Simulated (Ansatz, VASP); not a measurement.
# PbS: VASP beside Ansatz

```xyz
2
Lattice="0.0000 2.5617 2.5617 2.5617 0.0000 2.5617 2.5617 2.5617 0.0000" Properties=species:S:1:pos:R:3 pbc="T T T"
Pb    0.0000    0.0000    0.0000
S     2.5617    2.5617    2.5617
```

Change from the starting cell: volume scaled by 0.62, to set the pressure.

Alike in both runs: task single point; functional PBE; k mesh 14 × 14 × 14; occupations fermi-dirac, width 0.05 eV; no spin polarisation.

|  | VASP | Ansatz |
| --- | --- | --- |
| version | VASP 6.6.1 | Ansatz 0.2.0 |
| potentials or method | VASP PAW PBE potentials, release 64 (Pb_d, S) | PAW with Ansatz's default frozen-core files, scalar-relativistic |
| plane-wave cutoff (eV) | 520 | 420 |
| valence electrons in the cell | 20 | 20 |

```tsv
	VASP	Ansatz	Ansatz less VASP
pressure (GPa)	67.5	67.6	+0.12
```

Caveats: the cell as given lies far from equilibrium; so large a pressure means that the cell lies far from this level's equilibrium, or that cutoff or potentials fall short (VASP). Spin-orbit coupling is left out, which matters for the levels of Pb.
